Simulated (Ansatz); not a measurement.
# SiC: a shear that moves c along a

The task here is to estimate one member of a computed series from the others.

Computed with Ansatz 0.2.0 (DFT PBE, scalar-relativistic, plane waves, PAW, unless a step's input says otherwise).

2 further runs of the same task are left out: 2 set aside as unsound or not needed.

### Starting point

It takes space group F-43m (No. 216, cubic). Conventional cell: a = 4.380 Å, b = 4.380 Å, c = 4.380 Å, α = 90.00°, β = 90.00°, γ = 90.00°. Si (site symmetry -43m) is surrounded by 4 C at 1.90 Å. Around C (site symmetry -43m) lie 4 Si at 1.90 Å.

Coordinates:

```cif
data_structure
_symmetry_space_group_name_H-M 'F-43m'
_symmetry_Int_Tables_number 216
_cell_length_a 4.3797
_cell_length_b 4.3797
_cell_length_c 4.3797
_cell_angle_alpha 90.000
_cell_angle_beta 90.000
_cell_angle_gamma 90.000
_cell_volume 84.01
loop_
_atom_site_label
_atom_site_type_symbol
_atom_site_symmetry_multiplicity
_atom_site_Wyckoff_symbol
_atom_site_fract_x
_atom_site_fract_y
_atom_site_fract_z
_atom_site_occupancy
Si1 Si 4 d 0.25000 0.75000 0.25000 1
C1 C 4 a 0.00000 0.00000 0.00000 1
```

It goes back to an entry of the Materials Project.

The first run:

Input file input.yaml:

```yaml
crystal:
  lattice:
    - [2.1898629696, 2.1898629696, 0.0]
    - [-2.1898629696, 2.1898629696, 0.0]
    - [0.0, 0.0, 4.3797259393]
  atoms:
    - { symbol: Si, position: [0.5, 0.0, 0.75] }
    - { symbol: Si, position: [0.0, 0.5, 0.25] }
    - { symbol: C, position: [0.0, 0.0, 0.0] }
    - { symbol: C, position: [0.5, 0.5, 0.5] }
basis:
  ecutwfc: 420
kpoints:
  mp_grid: { grid: [10, 10, 6] }
hamiltonian:
  xc: pbe
scf:
  occupations: { method: gaussian, width: 0.02 }
output:
  forces: true
  stress: true
  eigenvalues: true
```

Launch:

```console
ansatz run input.yaml --threads 1 --pin off --max-ram 1331MiB --backend cpu --events-out ev --progress --plain --runs-dir out
```

Steps of the session up to this table: The unstrained reference; Band edges over the zone; Strain +1.0 %; Seeking the band edges at +1.0 %; The cell strained by +2.0 %; The gap over the whole zone at +2.0 %; At +3.0 %; Seeking the band edges at +3.0 %; Strain +4.0 %; The gap over the whole zone at +4.0 %; At +6.0 %; The gap over the whole zone at +6.0 %.

One table of the session follows, with a row left open; its other results are not shown here.

It belongs to the step «Energy, stress and gap against strain». Lengths are those of the vectors of the cell that was run; stresses in GPa:

| strain (%) | ΔE (meV/atom) | gap (eV) |
| --- | --- | --- |
| +0.0 | 0.0 | 1.37 |
| +1.0 | 0.8 | 1.32 |
| +2.0 | 3.1 | 1.27 |
| +3.0 | 7.1 | 1.21 |
| +4.0 | ? | ? |
| +6.0 | 28.1 | 1.00 |

**Question.** Estimate the row for strain (%) = +4.0.

Worked estimate for «ΔE (meV/atom)». A straight line through the neighbours (3.0, 7.1) and (6.0, 28.1) gives 7.1 + (28.1 − 7.1) × (4.0 − 3.0) / (6.0 − 3.0) = 14.1; a parabola fitted to 3 rows on both sides gives 12.6.

As computed: ΔE (meV/atom): 12.5; gap (eV): 1.14. In «ΔE (meV/atom)» the line misses by +1.6 and the parabola by +0.1.

ΔE is over the unstrained cell. Stress in GPa, positive in compression, on the Cartesian axes of the input. Gaps are Kohn-Sham gaps over the whole zone.

Limits of these values: Warnings in the runs' records: stress scf threshold loose.
